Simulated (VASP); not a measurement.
## How biaxial strain in the (111) plane changes BP (F-43m)

Strain engineering needs slopes: what does biaxial strain in the (111) plane do to the lattice and the band edges of BP?

Program: VASP 6.6.1. Level of theory: LDA; plane waves and PAW (B, P), in the first sound run; inputs show where later runs differ. Results are calculated unless marked as measured.

### Step 1. The starting structure

Symmetry: F-43m, No. 216, cubic system. The conventional cell has a = 4.538 Å, b = 4.538 Å, c = 4.538 Å, α = 90.00°, β = 90.00°, γ = 90.00°. Nearest to B lie 4 P at 1.97 Å. P has 4 B at 1.97 Å nearest. Farther neighbours are not listed.

Coordinates:

```xyz
2
Lattice="0.0000 2.2690 2.2690 2.2690 0.0000 2.2690 2.2690 2.2690 0.0000" Properties=species:S:1:pos:R:3 pbc="T T T"
B     0.0000    0.0000    0.0000
P     1.1345    1.1345    1.1345
```

### Step 2. Relax the crystal, LDA

The series starts from the cell that this level prefers, so that zero strain is near zero stress.

This step took 2 runs in a row; the last is shown.

Level: LDA; plane waves and PAW (B, P).

INCAR

```
SYSTEM = BP
PREC = Accurate
ENCUT = 480
EDIFF = 1E-07
NELM = 120
ISMEAR = 0
SIGMA = 0.02
LREAL = .FALSE.
ALGO = Normal
GGA = CA
NBANDS = 10
LASPH = .TRUE.
LORBIT = 11
LWAVE = .FALSE.
LCHARG = .FALSE.
KPAR = 16
IBRION = 2
NSW = 40
ISIF = 3
EDIFFG = -0.005
POTIM = 0.4
```

POSCAR

```
BP
1.0
    0.0000000000      2.2448005768      2.2448005768
    2.2448005768      0.0000000000      2.2448005768
    2.2448005768      2.2448005768      0.0000000000
B P
1 1
Direct
    0.0000000000      0.0000000000      0.0000000000
    0.2500000000      0.2500000000      0.2500000000
```

KPOINTS

```
Automatic mesh
0
Gamma
11 11 11
0 0 0
```

Potentials, in the order of the species: B and P (LDA family, release 64).

On the command line:

```bash
$ mpirun -np 16 vasp_std
```

The program printed:

```text
[banner, memory and clock lines left out]
running   16 mpi-ranks, on    1 nodes
[...]
|                                                                             |
|           W    W    AA    RRRRR   N    N  II  N    N   GGGG   !!!           |
|           W    W   A  A   R    R  NN   N  II  NN   N  G    G  !!!           |
|           W    W  A    A  R    R  N N  N  II  N N  N  G       !!!           |
|           W WW W  AAAAAA  RRRRR   N  N N  II  N  N N  G  GGG   !            |
|           WW  WW  A    A  R   R   N   NN  II  N   NN  G    G                |
|           W    W  A    A  R    R  N    N  II  N    N   GGGG   !!!           |
|                                                                             |
|     For optimal performance we recommend to set                             |
|       NCORE = 2 up to number-of-cores-per-socket                            |
|     NCORE specifies how many cores store one orbital (NPAR=cpu/NCORE).      |
|     This setting can greatly improve the performance of VASP for DFT.       |
[...]
|     Unfortunately you need to use the default for GW and RPA                |
|     calculations (for HF NCORE is supported but not extensively tested      |
|     yet).                                                                   |
|                                                                             |

 LDA part: xc-table for (Slater(with rela. corr.)+CA(PZ))
 , standard interpolation
 POSCAR, INCAR and KPOINTS ok, starting setup
[...]
entering main loop
       N       E                     dE             d eps       ncg     rms          rms(c)
DAV:   1     0.771284084350E+01    0.77128E+01   -0.39718E+03  1120   0.680E+02
DAV:   2    -0.147837503994E+02   -0.22497E+02   -0.21399E+02  1566   0.111E+02
DAV:   3    -0.152987166902E+02   -0.51497E+00   -0.51420E+00  1370   0.160E+01
DAV:   4    -0.153005216122E+02   -0.18049E-02   -0.18045E-02  1412   0.108E+00
[...]
DAV:  11    -0.143991051354E+02   -0.18619E-05   -0.59788E-06  1404   0.135E-02    0.373E-02
DAV:  12    -0.143991048169E+02    0.31848E-06   -0.19057E-06  1274   0.627E-03    0.890E-03
DAV:  13    -0.143991048240E+02   -0.71263E-08   -0.64781E-08   640   0.170E-03
   1 F= -.14399105E+02 E0= -.14399105E+02  d E =-.143991E+02
[...]
reached required accuracy - stopping structural energy minimisation
```

Wall time 1.8 s (16 MPI ranks of Intel Xeon 6975P-C (Granite Rapids), shared host); peak memory 2 GiB.

Lines that name or quote the potential files are left out of all logs, and their timing lines are given in words.

Parts of OUTCAR (step 2):

```text
  Total        0.0006740      0.0006740      0.0006740      0.0000000      0.0000000      0.0000000
  in kB        0.0477292      0.0477292      0.0477292      0.0000000      0.0000000      0.0000000
  external PRESSURE =       0.0477292 kB  Pullay stress =       0.0000000 kB

 POSITION                                       TOTAL-FORCE (eV/Angst)
 -----------------------------------------------------------------------------------
      0.00000      0.00000      0.00000        -0.000000     -0.000000     -0.000000
      1.12240      1.12240      1.12240         0.000000      0.000000      0.000000
 -----------------------------------------------------------------------------------
    total drift:                                0.000000      0.000000      0.000000

  FREE ENERGIE OF THE ION-ELECTRON SYSTEM (eV)
  ---------------------------------------------------
  free  energy   TOTEN  =       -14.3991048240 eV

  energy  without entropy=      -14.3991048240  energy(sigma->0) =      -14.39910482

 reached required accuracy - stopping structural energy minimisation

[... 3 further parts left out ...]
[key lines of the parts left out:]
E-fermi :   7.8723
```

Numbers from this step:

- energy(sigma→0) of the program: -14.3991 eV
- stress, compression positive: 0.00 along [111], 0.00 across it (mean), GPa
- volume: 22.624 Å³
- ionic steps: 1

### Step 3. Strain along the normal, LDA

One member in full: the plane is strained by 1.5 %, and the strain along the normal is moved by secant steps until the normal stress is under 0.012 GPa or five steps are spent; the atoms relax at each step.

This step took 3 runs, each at a new trial strain with the atoms of the one before; the last is shown.

Level: LDA; plane waves and PAW (B, P); cell typed or built by script.

Edit INCAR of step 2 so:

```diff
@@ -15,7 +15,7 @@
 LCHARG = .FALSE.
-KPAR = 16
-IBRION = 2
-NSW = 40
-ISIF = 3
-EDIFFG = -0.005
-POTIM = 0.4
+KPAR = 4
+IBRION = 1
+NSW = 25
+ISIF = 2
+EDIFFG = -0.004
+POTIM = 0.3
```

POSCAR

```
BP
1.0
   -0.0269297530      2.2515428330      2.2515428330
    2.2515428330     -0.0269297530      2.2515428330
    2.2515428330      2.2515428330     -0.0269297530
B P
1 1
Direct
    0.9995248122      0.9995248122      0.9995248122
    0.2504751878      0.2504751878      0.2504751878
```

KPOINTS is that of step 2.

On the command line:

```bash
$ mpirun -np 4 vasp_std
```

The program printed:

```text
[banner, memory and clock lines left out]
running    4 mpi-ranks, on    1 nodes
[...]
LDA part: xc-table for (Slater(with rela. corr.)+CA(PZ))
 , standard interpolation
 POSCAR, INCAR and KPOINTS ok, starting setup
[...]
entering main loop
       N       E                     dE             d eps       ncg     rms          rms(c)
DAV:   1     0.617314805509E+01    0.61731E+01   -0.39083E+03  2928   0.679E+02
DAV:   2    -0.147249062441E+02   -0.20898E+02   -0.19828E+02  4230   0.107E+02
DAV:   3    -0.152209679730E+02   -0.49606E+00   -0.49498E+00  3514   0.153E+01
DAV:   4    -0.152230796800E+02   -0.21117E-02   -0.21114E-02  3640   0.115E+00
[...]
DAV:  11    -0.143848702164E+02   -0.19249E-05   -0.54150E-06  3750   0.134E-02    0.351E-02
DAV:  12    -0.143848699095E+02    0.30691E-06   -0.18785E-06  3342   0.618E-03    0.734E-03
DAV:  13    -0.143848699152E+02   -0.56143E-08   -0.76020E-08  1734   0.179E-03
   1 F= -.14384870E+02 E0= -.14384870E+02  d E =-.143849E+02
 BRION: g(F)=  0.819E-05 g(S)=  0.000E+00
[...]
N       E                     dE             d eps       ncg     rms          rms(c)
DAV:   1    -0.143848733329E+02   -0.34234E-05   -0.17648E-04  2944   0.880E-02    0.496E-03
DAV:   2    -0.143848735599E+02   -0.22700E-06   -0.41101E-06  3758   0.158E-02    0.225E-03
DAV:   3    -0.143848734897E+02    0.70201E-07   -0.12126E-07  2674   0.237E-03
   2 F= -.14384873E+02 E0= -.14384873E+02  d E =-.357456E-05
 BRION: g(F)=  0.119E-06 g(S)=  0.000E+00 retain N=  1 mean eig= 0.89
 eig:   0.893
 reached required accuracy - stopping structural energy minimisation
```

Elapsed: 7.4 s, on 4 MPI ranks; peak memory 0.51 GiB; 19 s of CPU time.

Parts of OUTCAR (step 3):

```text
  Total       -0.6419021     -0.6419021     -0.6419021      0.3203190      0.3203190      0.3203190
  in kB      -44.2574689    -44.2574689    -44.2574689     22.0851571     22.0851571     22.0851571
  external PRESSURE =     -44.2574689 kB  Pullay stress =       0.0000000 kB

 POSITION                                       TOTAL-FORCE (eV/Angst)
 -----------------------------------------------------------------------------------
      4.47383      4.47383      4.47383         0.000827      0.000827      0.000827
      1.12136      1.12136      1.12136        -0.000827     -0.000827     -0.000827
 -----------------------------------------------------------------------------------
    total drift:                               -0.000041     -0.000041     -0.000041

  FREE ENERGIE OF THE ION-ELECTRON SYSTEM (eV)
  ---------------------------------------------------
  free  energy   TOTEN  =       -14.3848734897 eV

  energy  without entropy=      -14.3848734897  energy(sigma->0) =      -14.38487349

[... 1 part as in an earlier step ...]

[... 3 further parts left out ...]
[key lines of the parts left out:]
E-fermi :   7.7072
```

Read from the output:

```
energy(sigma→0) of the program : -14.3849 eV
stress, compression positive   : -0.01 along [111], -6.63 across it (mean), GPa
ionic steps                    : 2
```

### Step 4. Band edges, HSE06

Short lines in KPOINTS_OPT sample the zone centre along and across the normal of the plane, for masses, and the other valleys.

Level: HSE06; plane waves and PAW (B, P); cell typed or built by script.

INCAR

```
SYSTEM = BP
PREC = Accurate
ENCUT = 480
EDIFF = 1E-06
NELM = 100
ISMEAR = 0
SIGMA = 0.02
LREAL = .FALSE.
ALGO = Normal
LHFCALC = .TRUE.
AEXX = 0.25
GGA = PE
HFSCREEN = 0.2
LASPH = .TRUE.
NBANDS = 9
PRECFOCK = Fast
LWAVE = .FALSE.
LCHARG = .FALSE.
KPAR = 4
```

POSCAR

```
BP
1.0
   -0.0269297530      2.2515428330      2.2515428330
    2.2515428330     -0.0269297530      2.2515428330
    2.2515428330      2.2515428330     -0.0269297530
B P
1 1
Direct
    0.9994804044      0.9994804044      0.9994804044
    0.2505195956      0.2505195956      0.2505195956
```

KPOINTS

```
Automatic mesh
0
Gamma
6 6 6
0 0 0
```

KPOINTS_OPT

```
Line mode
6
Line-mode
Reciprocal
  0.00000000   0.00000000   0.00000000
  0.02056528   0.02056528   0.02056528

  0.00000000   0.00000000   0.00000000
 -0.01282091   0.01282091  -0.00000000

  0.31000000   0.31000000   0.00000000
  0.50000000   0.50000000   0.00000000

  0.00000000   0.31000000   0.31000000
  0.00000000   0.50000000   0.50000000

  0.45000000   0.45000000   0.45000000
  0.50000000   0.50000000   0.50000000

  0.45000000   0.00000000   0.00000000
  0.50000000   0.00000000   0.00000000

  0.42500000   0.42500000   0.00000000
  0.42478570   0.44291721   0.01791721

  0.50000000   0.50000000   0.50000000
  0.48717909   0.51282091   0.50000000
```

On the command line:

```bash
$ mpirun -np 4 vasp_std
```

The program printed:

```text
[banner, memory and clock lines left out]
running    4 mpi-ranks, on    1 nodes
[...]
|                                                                             |
|               ----> ADVICE to this user running VASP <----                  |
|                                                                             |
|     You enforced a specific xc type in the INCAR file but a different       |
|     [... a line on the potential file left out ...]
|     I HOPE YOU KNOW WHAT YOU ARE DOING!                                     |
|                                                                             |

 LDA part: xc-table for (Slater+PW92), standard interpolation
 found WAVECAR, reading the header
 POSCAR, INCAR and KPOINTS ok, starting setup
[...]
reading WAVECAR
 the WAVECAR file was read successfully
 initial charge from wavefunction
 entering main loop
       N       E                     dE             d eps       ncg     rms          rms(c)
DAV:   1    -0.149722051618E+02   -0.14972E+02   -0.66545E-01   606   0.738E+00    0.351E+00
DAV:   2    -0.149757899606E+02   -0.35848E-02   -0.13154E-02   778   0.891E-01    0.231E+00
DAV:   3    -0.149748150659E+02    0.97489E-03   -0.49633E-04   773   0.166E-01    0.131E+00
DAV:   4    -0.149744555478E+02    0.35952E-03   -0.12086E-04   694   0.892E-02    0.734E-01
[...]
DAV:   8    -0.149742783130E+02    0.38666E-05   -0.15581E-06   468   0.112E-02    0.741E-02
DAV:   9    -0.149742771879E+02    0.11251E-05   -0.61694E-07   334   0.683E-03    0.415E-02
DAV:  10    -0.149742768813E+02    0.30656E-06   -0.22817E-07   330   0.406E-03
   1 F= -.14974277E+02 E0= -.14974277E+02  d E =-.244395E-23
 Start KPOINTS_OPT (optional k-point list driver)
k-point batch [1-32\48]
       N       E                     dE             ncg
DAV:   1     0.119148101434E+04   -0.46250E+04      576
DAV:   2     0.355059863530E+03   -0.83642E+03      882
DAV:   3     0.294162729628E+03   -0.60897E+02      732
DAV:   4     0.293491233989E+03   -0.67150E+00      797
DAV:   5     0.293485161677E+03   -0.60723E-02      863
DAV:   6     0.293485116670E+03   -0.45007E-04      789
DAV:   7     0.293485116304E+03   -0.36571E-06      843
k-point batch [33-48\48]
       N       E                     dE             ncg
DAV:   1     0.522143770632E+04   -0.44601E+04      296
DAV:   2     0.483865672999E+04   -0.38278E+03      408
DAV:   3     0.481980299312E+04   -0.18854E+02      355
DAV:   4     0.481968786939E+04   -0.11512E+00      448
DAV:   5     0.481968730902E+04   -0.56037E-03      423
DAV:   6     0.481968730805E+04   -0.96965E-06      448
```

The job ended after 96 s (4 MPI ranks; peak memory 0.95 GiB).

OUTCAR, selected parts (step 4):

```text
  LATTYP: Found a trigonal (rhomboedric) cell.
 ALAT       =     3.1842762866
 COS(alpha) =     0.4880045165

 Subroutine GETGRP returns: Found  6 space group operations
 (whereof  6 operations were pure point group operations)

The static configuration has the point symmetry C_3v.

 Found     32 irreducible k-points:

   k-points           NKPTS =     32   k-points in BZ     NKDIM =    216   number of bands    NBANDS=      9

   dimension x,y,z NGX =    24 NGY =   24 NGZ =   24
   dimension x,y,z NGXF=    48 NGYF=   48 NGZF=   48

   ENCUT  =  480.0 eV  35.28 Ry    5.94 a.u.   5.69  5.69  5.69*2*pi/ulx,y,z

   NELECT =       8.0000    total number of electrons

  exchange ACFDT corr.  =         0.00000000  see jH, gK, PRB 81, 115126

 E-fermi :   7.4444

 k-point     1 :       0.0000    0.0000    0.0000
  band No.  band energies     occupation
      1      -9.9220      2.00000
      2       7.1594      2.00000
      3       7.1594      2.00000
      4       7.3110      2.00000
      5      11.4685      0.00000
      6      11.4685      0.00000
      7      11.7667      0.00000
      8      16.0184      0.00000
      9      19.8899      0.00000

 k-point     2 :       0.1667    0.0000    0.0000
  band No.  band energies     occupation
      1      -9.3785      2.00000
      2       4.0662      2.00000
      3       6.4780      2.00000
      4       6.5876      2.00000
      5      12.2322      0.00000
      6      12.4326      0.00000
      7      12.7012      0.00000
      8      17.3237      0.00000
      9      19.2995      0.00000

 POSITION                                       TOTAL-FORCE (eV/Angst)
 -----------------------------------------------------------------------------------
      4.47383      4.47383      4.47383         0.004939      0.004939      0.004939
      1.12136      1.12136      1.12136        -0.004939     -0.004939     -0.004939
 -----------------------------------------------------------------------------------
    total drift:                                0.000011      0.000011      0.000011

  FREE ENERGIE OF THE ION-ELECTRON SYSTEM (eV)
  ---------------------------------------------------
  free  energy   TOTEN  =       -14.9742768813 eV

  energy  without entropy=      -14.9742768813  energy(sigma->0) =      -14.97427688

[... 1 part as in an earlier step ...]

[... 7 further parts left out ...]
```

Read from the output:

* energy(sigma→0) of the program: -14.9743 eV

(Part 1 of 2 ends here.)

[Lines on the potential files, build, host, timing and source positions are cut from VASP's logs without a mark.]

[Logs are printed without paths, hosts, clocks, repeated set-up lines and the standing remarks that a program may print on its own settings, such as how far it seeks lower states.]

[Hosts, paths, dates, database ids (printed as entryN), source tags and the programs' standing remarks are cut or masked in the printed files.]

[In band tables of VASP the shares of atoms and orbitals are scaled to a sum of 1 inside the atoms' spheres.]
